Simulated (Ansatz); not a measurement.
# BaTiO3: the cell at several levels of theory

How does the equilibrium cell of BaTiO3 built on the database structure prototype depend on the functional? It is relaxed with PBE and r2SCAN.

The runs shown are made with Ansatz 0.2.0. PAW datasets, plane waves, zero pressure. Calculated at 0 K for a non-magnetic cell.

**1. The cell**

It is orthorhombic, C222_1 (No. 20); conventional cell a = 5.777 Å, b = 9.950 Å, c = 14.019 Å, 13.43 Å³ an atom. Around Ba lie 12 O at 2.82–3.03 Å; around Ba lie 12 O at 2.87–2.90 Å; around Ti lie 6 O at 1.88–2.12 Å; around Ti lie 6 O at 1.90–2.11 Å; around O lie 2 Ti at 1.96–1.99 Å and 2 Ba at 2.83–2.90 Å.

Coordinates:

```cif
data_structure
_symmetry_space_group_name_H-M 'P 1'
_symmetry_Int_Tables_number 1
_cell_length_a 5.7529
_cell_length_b 5.7529
_cell_length_c 14.0190
_cell_angle_alpha 90.000
_cell_angle_beta 90.000
_cell_angle_gamma 119.725
_cell_volume 402.92
loop_
_atom_site_label
_atom_site_type_symbol
_atom_site_fract_x
_atom_site_fract_y
_atom_site_fract_z
_atom_site_occupancy
Ba1 Ba 0.34700 0.67893 0.40371 1
Ba2 Ba 0.67893 0.34700 0.59629 1
Ba3 Ba 0.65300 0.32107 0.90371 1
Ba4 Ba 0.00076 0.99924 0.25000 1
Ba5 Ba 0.99924 0.00076 0.75000 1
Ba6 Ba 0.32107 0.65300 0.09629 1
Ti1 Ti 0.35270 0.68906 0.65387 1
Ti2 Ti 0.68906 0.35270 0.34613 1
Ti3 Ti 0.97582 0.97582 0.00000 1
Ti4 Ti 0.31094 0.64730 0.84613 1
Ti5 Ti 0.02418 0.02418 0.50000 1
Ti6 Ti 0.64730 0.31094 0.15387 1
O1 O 0.16371 0.83412 0.91986 1
O2 O 0.83421 0.67024 0.08059 1
O3 O 0.51983 0.03263 0.24732 1
O4 O 0.83558 0.66756 0.41921 1
O5 O 0.83412 0.16371 0.08014 1
O6 O 0.16579 0.32976 0.58059 1
O7 O 0.66756 0.83558 0.58079 1
O8 O 0.96737 0.48017 0.25268 1
O9 O 0.47946 0.52054 0.75000 1
O10 O 0.16588 0.83629 0.58014 1
O11 O 0.33244 0.16442 0.08079 1
O12 O 0.52054 0.47946 0.25000 1
O13 O 0.67024 0.83421 0.91941 1
O14 O 0.83629 0.16588 0.41986 1
O15 O 0.32976 0.16579 0.41941 1
O16 O 0.48017 0.96737 0.74732 1
O17 O 0.03263 0.51983 0.75268 1
O18 O 0.16442 0.33244 0.91921 1
```

**2. Relaxing with PBE**

input.yaml

```yaml
crystal:
  lattice:
    - [2.88840159, -4.97522362, 0.0]
    - [2.88840159, 4.97522362, 0.0]
    - [0.0, 0.0, 14.01903216]
  atoms:
    - { symbol: Ba, position: [0.34699731, 0.67893065, 0.40371352] }
    - { symbol: Ba, position: [0.67893065, 0.34699731, 0.59628648] }
    - { symbol: Ba, position: [0.65300269, 0.32106935, 0.90371352] }
    - { symbol: Ba, position: [0.00075526, 0.99924474, 0.25] }
    - { symbol: Ba, position: [0.99924474, 0.00075526, 0.75] }
    - { symbol: Ba, position: [0.32106935, 0.65300269, 0.09628648] }
    - { symbol: Ti, position: [0.35270424, 0.68906022, 0.65386952] }
    - { symbol: Ti, position: [0.68906022, 0.35270424, 0.34613048] }
    - { symbol: Ti, position: [0.97581967, 0.97581967, 0.0] }
    - { symbol: Ti, position: [0.31093978, 0.64729576, 0.84613048] }
    - { symbol: Ti, position: [0.02418033, 0.02418033, 0.5] }
    - { symbol: Ti, position: [0.64729576, 0.31093978, 0.15386952] }
    - { symbol: O, position: [0.1637069, 0.83412141, 0.91986164] }
    - { symbol: O, position: [0.83421323, 0.67024411, 0.08058558] }
    - { symbol: O, position: [0.51983002, 0.03262784, 0.2473229] }
    - { symbol: O, position: [0.83558482, 0.66755973, 0.41921055] }
    - { symbol: O, position: [0.83412141, 0.1637069, 0.08013836] }
    - { symbol: O, position: [0.16578677, 0.32975589, 0.58058558] }
    - { symbol: O, position: [0.66755973, 0.83558482, 0.58078945] }
    - { symbol: O, position: [0.96737216, 0.48016998, 0.2526771] }
    - { symbol: O, position: [0.47946123, 0.52053877, 0.75] }
    - { symbol: O, position: [0.16587859, 0.8362931, 0.58013836] }
    - { symbol: O, position: [0.33244027, 0.16441518, 0.08078945] }
    - { symbol: O, position: [0.52053877, 0.47946123, 0.25] }
    - { symbol: O, position: [0.67024411, 0.83421323, 0.91941442] }
    - { symbol: O, position: [0.8362931, 0.16587859, 0.41986164] }
    - { symbol: O, position: [0.32975589, 0.16578677, 0.41941442] }
    - { symbol: O, position: [0.48016998, 0.96737216, 0.7473229] }
    - { symbol: O, position: [0.03262784, 0.51983002, 0.7526771] }
    - { symbol: O, position: [0.16441518, 0.33244027, 0.91921055] }
kpoints:
  mp_grid: { grid: [6, 6, 2] }
hamiltonian:
  xc: pbe
scf:
  occupations: { method: fermi_dirac, width: 0.02 }
relax:
  f_tol: 0.005
  cell: {}
```

The runs that follow: Relaxing with r2SCAN.

Q: Predict the outcome of this session. Wanted: for each run, a; b; c; volume; space group; SCF geometries.

**Answer**, as computed:

```
 level  a (Å)  b (Å)   c (Å)  volume (Å³/atom)  space group  SCF geometries
   PBE  5.829  9.970  14.103            13.661       C222_1              12
r2SCAN  5.764  9.914  13.987            13.320       C222_1              10
```

What this shows: From the start to the first minimum the volume moved by +1.7 %. r2SCAN gives the smallest cell and PBE the largest; they differ by 2.6 % in volume, a mean of 0.8 % in length.
